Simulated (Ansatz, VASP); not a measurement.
Sc: VASP beside Ansatz

```
Sc
1.0
     0.00000    2.27050    2.27050
     2.27050    0.00000    2.27050
     2.27050    2.27050    0.00000
Sc
1
Direct
  0.00000 0.00000 0.00000
```

Alike in both runs: task single point; functional PBE; k mesh 12 × 12 × 12; occupations fermi-dirac, width 0.15 eV; no spin polarisation.

|  | VASP | Ansatz |
| --- | --- | --- |
| version | VASP 6.6.1 | Ansatz 0.2.0 |
| potentials or method | VASP PAW PBE potentials, release 64 (Sc_sv), cutoff 520 eV | all-electron LAPW, scalar-relativistic |

Ansatz gave:

* pressure (GPa): 3.4

Question: Estimate VASP's values.

Answer: Pressure (GPa): 3.5.

Ansatz ran all-electron here, so the differences hold the error of VASP's frozen core and of both bases.
